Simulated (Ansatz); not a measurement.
The system is RbBr.

```
CELL_PARAMETERS angstrom
0.00000 3.42700 3.42700
3.42700 0.00000 3.42700
3.42700 3.42700 0.00000
ATOMIC_POSITIONS crystal
Rb 0.00000 0.00000 0.00000
Br 0.50000 0.50000 0.50000
```

Base run:

```yaml
Program: Ansatz 0.2.0
Functional: HSE(alpha, omega)
Potentials_or_basis: all-electron PAW datasets made for the crystal
Cutoff: 220 eV (chosen from the basis error)
k_mesh: 4 × 4 × 4
Occupations: fermi-dirac, width 0.05 eV
Spin: no spin polarisation
```

Its results: band gap on the k mesh 5.55 eV, direct; pressure 0.8 GPa.

Task: The run is repeated on the same cell with these changes: screening of exact exchange from 0.2 1/A to 0.1 1/A. What comes out?

Result: Band gap on the k mesh 5.87 eV, direct; pressure 0.7 GPa.

